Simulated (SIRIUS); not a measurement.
**ZrSe2 under changes of volume**

One of the cells (25.784 Å³/atom); the others are scaled copies at fixed shape and fractional positions:

```
Zr Se
1.0
     3.79800    0.00000    0.00000
    -1.89900    3.28916    0.00000
     0.00000    0.00000    6.19200
Zr Se
1 2
Cartesian
  0.0000 0.0000 0.0000
  1.8990 1.0964 4.6440
  0.0000 2.1928 1.5480
```

```yaml
Program: SIRIUS 7.12.0
Functional: PBEsol
Potentials_or_basis: PseudoDojo 0.4.1 PBEsol standard (scalar relativistic)
Cutoff: 1177 eV
Density_cutoff: 4707 eV
k_mesh: 8 × 8 × 5
Occupations: fermi-dirac, width 0.05 eV
Spin: no spin polarisation
```

| volume (Å³/atom) | energy over the lowest point (meV/atom) | pressure (GPa) | gap on the mesh (eV) | largest force (eV/Å) |
| --- | --- | --- | --- | --- |
| 24.237 | 14.59 | 4.2 | 0.28 | 0.807 |
| 24.753 | 4.26 | 2.2 | 0.31 | 0.548 |
| 25.268 | 0.00 | 0.4 | 0.33 | 0.308 |
| 25.784 | ? | ? | ? | ? |
| 26.300 | 7.37 | -2.6 | 0.38 | 0.123 |
| 26.815 | 17.97 | -3.9 | 0.40 | 0.315 |
| 27.331 | 32.58 | -5.1 | 0.42 | 0.495 |

**Question.** What does the run at 25.784 Å³/atom give?

**Answer.** Energy over the lowest point 1.22 meV/atom; pressure -1.2 GPa; gap on the mesh 0.35 eV; largest force 0.085 eV/Å.

Worked out: A Birch-Murnaghan fit of order 3 (a polynomial in V^(-2/3)) to the other rows has its minimum at 25.40 Å³/atom with B0 = V·E''(V) = 81 GPa and B' = 4.1 at fixed shape and positions, which overstates the stiffness. It gives 1.22 meV/atom at 25.784 Å³/atom, against the run's 1.22, and -dE/dV = -1.2 GPa, against -1.2. A straight line through the other rows of the gap, of slope 1.16 eV per unit of ln V, gives 0.35 eV, against the run's 0.35.

Energies are extrapolated to zero smearing.

Caveats: an odd mesh through Γ misses points on the zone boundary, where band edges often lie; this functional lacks dispersion, which binds the layers, so the pressure and a relaxed spacing across them are unreliable. Spin-orbit coupling on Se, Zr is left out.
